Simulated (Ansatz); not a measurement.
## ZrO2: enthalpy under pressure, worked through

Method: DFT PBE, scalar-relativistic, plane waves, PAW (Ansatz). Settings: 420 eV cutoff, 8×8×8 k-mesh, Gaussian smearing of 0.02 eV, no spin polarisation.

Reference structure (relaxed):

```
Zr O
1.0
     0.00000    2.55791    2.55791
     2.55791    0.00000    2.55791
     2.55791    2.55791    0.00000
Zr O
1 2
Cartesian
  0.0000 0.0000 0.0000
  1.2790 1.2790 1.2790
  3.8369 3.8369 3.8369
```

Cell and atoms were relaxed at each target pressure within the start's symmetry (Fm-3m), at zero temperature; other phases can be more stable under pressure. H = E + PV with P the target; E is the free energy at the smearing used, whose derivative the pressure is, per atom and counted from zero pressure.

```tsv
P (GPa)	V (Å³/atom)	E − E0 (meV)	H − H0 (meV)
0	11.157	0.0	0.0
2	11.062	0.6	138.7
5	10.932	3.6	344.8
10	10.732	12.8	682.7
20	10.376	45.8	1341.1
40	9.806	151.1	2599.2
```

**Question.** Thermodynamics gives dH/dP = V along a relaxed path. Integrate V over P by the trapezoid rule and compare with the computed enthalpies.

**Answer.** With 1 eV/Å³ = 160.22 GPa, each step adds the mean volume times ΔP / 160.22:
| P (GPa) | ∫V dP (meV) | H − H0 (meV) | difference (meV) |
| --- | --- | --- | --- |
| 2 | 138.7 | 138.7 | -0.1 |
| 5 | 344.6 | 344.8 | -0.2 |
| 10 | 682.6 | 682.7 | -0.1 |
| 20 | 1341.4 | 1341.1 | 0.3 |
| 40 | 2601.0 | 2599.2 | 1.8 |

V(P) curves upward, so the trapezoid rule runs high; integrating a smooth curve through the same points puts that excess at about 2.4 meV at 40 GPa, against the 1.8 meV found.

**Question.** At 40 GPa, how much of the enthalpy change is stored energy and how much is the PV term?

**Answer.** E rises by 151 meV/atom and PV is 40 × 9.806 / 160.22 = 2448 meV/atom, so PV makes 94 % of ΔH. So between rival structures at high pressure a small difference in volume can outweigh the difference in energy: 1 % of this volume is worth 24.5 meV/atom at this pressure.

**Question.** What bulk modulus do the lowest pressures give?

**Answer.** From the pressures that the runs reached, -2.00 GPa (11.254 Å³) and 2.08 GPa (11.062 Å³), B = −ΔP/Δln V = 4.08 / 0.0172 = 237 GPa, a mean over that range.

**Question.** The gap is 3.293 eV at -2.00 GPa and 3.341 eV at 2.08 GPa. What pressure coefficient and volume deformation potential follow?

**Answer.** dE_g/dP = 11.9 meV/GPa, and a_V = dE_g/d ln V = −B dE_g/dP = -2.83 eV. If the edges move to other points of the zone within the range, this is a mean of two slopes. Gaps are Kohn–Sham gaps over the whole zone.

This fluorite-type form isn't the usual stable structure of the compound.